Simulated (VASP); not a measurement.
A run of VASP 6.6.1:

INCAR

```
SYSTEM = Gd
PREC = Accurate
ENCUT = 600
EDIFF = 1E-6
ISMEAR = -1
SIGMA = 0.05
LREAL = .FALSE.
LASPH = .TRUE.
NELM = 100
ALGO = Fast
ISIF = 2
LWAVE = .FALSE.
LCHARG = .FALSE.
ISPIN = 2
MAGMOM = 7
LORBIT = 11
LMAXMIX = 6
GGA = PE
```

File KPOINTS:

```
Automatic mesh
0
G
  7 7 7
  0 0 0
```

File POSCAR:

```
Gd
1.0
   -2.0250000000      2.0250000000      2.0250000000
    2.0250000000     -2.0250000000      2.0250000000
    2.0250000000      2.0250000000     -2.0250000000
Gd
1
Direct
    0.0000000000      0.0000000000      0.0000000000
```

File KPOINTS_OPT:

```
path GHNGPH,PN
10
line-mode
reciprocal
 0.0000000000  0.0000000000  0.0000000000  G
 0.5000000000 -0.5000000000  0.5000000000  H

 0.5000000000 -0.5000000000  0.5000000000  H
 0.0000000000  0.0000000000  0.5000000000  N

 0.0000000000  0.0000000000  0.5000000000  N
 0.0000000000  0.0000000000  0.0000000000  G

 0.0000000000  0.0000000000  0.0000000000  G
 0.2500000000  0.2500000000  0.2500000000  P

 0.2500000000  0.2500000000  0.2500000000  P
 0.5000000000 -0.5000000000  0.5000000000  H

 0.2500000000  0.2500000000  0.2500000000  P
 0.0000000000  0.0000000000  0.5000000000  N
```

Potentials or basis: VASP PAW PBE potentials, release 64 (Gd).

Run with:

```bash
$ cat potpaw_PBE.64/Gd/POTCAR > POTCAR
$ mpirun -np 1 vasp_std > vasp.out
```

Hardware: 1 thread of Intel(R) Xeon(R) 6975P-C (Granite Rapids), on a shared host.

Question: Estimate the wall time of this run.

Answer: Run time: 2.1 min on 1 thread of Intel(R) Xeon(R) 6975P-C (Granite Rapids), on a shared host, peak memory 0.2 GiB. Counts: scf iterations 107, k points 20.
